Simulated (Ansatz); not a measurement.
## Al under changes of volume

One of the cells (16.669 Å³/atom); the others are scaled copies at fixed shape and fractional positions:

```
Al
1.0
     2.81246    0.00000    0.00000
    -1.40623    2.43566    0.00000
     0.00000    0.00000    4.86685
Al
2
Direct
  0.33333 0.66667 0.25000
  0.66667 0.33333 0.75000
```

This isn't the form of Al at room conditions, which is fcc.

```yaml
Program: Ansatz 0.2.0
Functional: LDA
Potentials_or_basis: Ansatz PAW
Cutoff: "420 eV (not typed: the program's choice for these potentials)"
k_mesh: 11 × 11 × 6
Occupations: fermi-dirac, width 0.05 eV
Spin: no spin polarisation
```

```tsv
volume (Å³/atom)	energy over the lowest point (meV/atom)	pressure (GPa)
15.669	?	?
16.003	0.00	0.0
16.336	1.69	-1.6
16.669	6.57	-3.0
17.003	14.27	-4.3
17.336	24.50	-5.4
17.670	36.95	-6.4
```

**Question.** What does the run at 15.669 Å³/atom give?

**Answer.** Energy over the lowest point 1.84 meV/atom; pressure 1.8 GPa.

Worked out: A Birch-Murnaghan fit of order 3 (a polynomial in V^(-2/3)) to the other rows has its minimum at 16.01 Å³/atom with B0 = V·E''(V) = 83 GPa and B' = 4.8 at fixed shape and positions, which overstates the stiffness. It gives 1.91 meV/atom at 15.669 Å³/atom, against the run's 1.84, and -dE/dV = 1.9 GPa, against 1.8.

Energies are extrapolated to zero smearing.

Caveats: the PAW data sets come from PBE, with cores solved anew for the run's functional, which leaves a small shift of forces and pressure.
